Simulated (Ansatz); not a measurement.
Calculated 201Hg nuclear quadrupole resonance for HgTe under strain

Cell: a structure deposited in the COD, relaxed with PBE at fixed cell and then changed (z stretched by 3 %, ions relaxed).

```xyz
2
Lattice="0.0000 3.2235 3.3202 3.2235 0.0000 3.3202 3.2235 3.2235 0.0000" Properties=species:S:1:pos:R:3 pbc="T T T"
Hg    0.0000    0.0000    0.0000
Te    1.6117    1.6117    1.6601
```

Sites (sets of like atoms) are named by element and the number of their first atom in this list.

All values are calculated (Ansatz; DFT, PBE, plane waves and PAW, scalar-relativistic, 420 eV cutoff, Γ-centred 13×13×13 k-points, Fermi–Dirac smearing 0.05 eV), not measured.

201Hg: I = 3/2, Q = 387.0 mb (year-2017 value). Static lattice, zero field.

(1) Predict the zero-field 201Hg lines of each site.

## Answers

(1) For I = 3/2 there is one line, ν = (|C_Q|/2)(1 + η²/3)^½.

```json
{"site": "Hg", "atoms": "1", "V_zz (10²¹ V/m²)": "-1.61", "C_Q (MHz)": "-15.1", "η": "0.00", "line frequencies (MHz)": "7.54"}
```

An axis of threefold or higher order runs through Hg, so V_zz lies along it and η is zero.

The run finds no gap above 0.1 eV (a metal, or nearly one), so the gradients can move by 10 % or more with the k-mesh. Spin–orbit coupling is left out, which shifts gradients on Hg by a few per cent in wide-gap crystals, and can shift them far more where the calculated gap is small or absent, as here. Semilocal functionals make gaps too small and can close them, so the real compound need not be a metal.

The relaxation (1 step) took 23 s of wall time (23 s of CPU time) and 0.69 GiB at its peak, on 1 thread of AMD EPYC 9R14 (Zen 4) (x86_64; 16 cores open to the job, memory cap 3.0 GiB, no GPU), a shared host with a load of 0.5 a core.
